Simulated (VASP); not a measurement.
## MnAs: single point with LDA

Crystal: MnAs.

```
Mn As
1.0
     3.71720    0.00000    0.00000
    -1.85860    3.21919    0.00000
     0.00000    0.00000    5.70440
Mn As
2 2
Direct
  0.00000 0.00000 0.00000
  0.00000 0.00000 0.50000
  0.33333 0.66667 0.25000
  0.66667 0.33333 0.75000
```

```
Program                : VASP 6.6.1
Task                   : single point
Functional             : LDA
Potentials or basis    : VASP PAW LDA potentials, release 64 (Mn_pv, As)
Cutoff                 : 520 eV
k mesh                 : 14 × 14 × 8
Occupations            : gaussian, width 0.05 eV
Spin                   : collinear spin, typed start
Starting moments       : [3.5, 3.5, 0.0, 0.0] μB
Dipole correction      : no
Further INCAR settings : ALGO = Normal; EDIFF = 1e-06; NBANDS = 30
```

| Quantity | Value |
| --- | --- |
| Pressure | -15.1 GPa |
| Band gap on the k mesh | none (metal or under the smearing width) |
| Net moment | 5.77 μB per cell |
| Site moments | Mn +2.92; As -0.10 μB |
| Valence electrons inside the program's atomic spheres | Mn 11.61; As 2.77 |

Stress tensor (GPa, compression positive):
```
-14.19   0.00   0.00
  0.00 -14.19   0.00
  0.00   0.00 -16.87
```

Levels at points of the mesh, in eV from the Fermi level:
Spin up:
```tsv
k point	band 18	band 19	band 20	band 21	band 22	band 23	band 24	band 25
(0.00, 0.00, 0.00)	-1.47	-0.13	0.61	0.61	1.49	2.98	2.98	3.89
(0.50, 0.00, 0.00)	-1.76	-1.72	-1.50	-1.24	-0.30	1.30	3.25	4.82
(0.00, 0.00, 0.50)	-2.13	-0.84	-0.84	2.13	2.13	2.13	2.13	5.58
(0.50, 0.00, 0.50)	-1.84	-1.53	-1.53	0.65	0.65	1.46	1.46	4.17
```
Spin down:
```tsv
k point	band 13	band 14	band 15	band 16	band 17	band 18
(0.00, 0.00, 0.00)	-0.31	-0.31	-0.09	-0.09	0.66	0.66
(0.50, 0.00, 0.00)	-2.65	-1.87	-1.34	0.56	0.57	0.61
(0.00, 0.00, 0.50)	-1.93	-1.93	0.20	0.20	0.20	0.20
(0.50, 0.00, 0.50)	-2.22	-2.22	-0.17	-0.17	0.74	0.74
```

It took 2.8 min on 1 thread of AMD EPYC 9R45 96-Core Processor (Zen 5), on a shared host, peak memory 0.38 GiB.

Caveat: so large a pressure means that the cell lies far from this level's equilibrium, or that cutoff or potentials fall short.
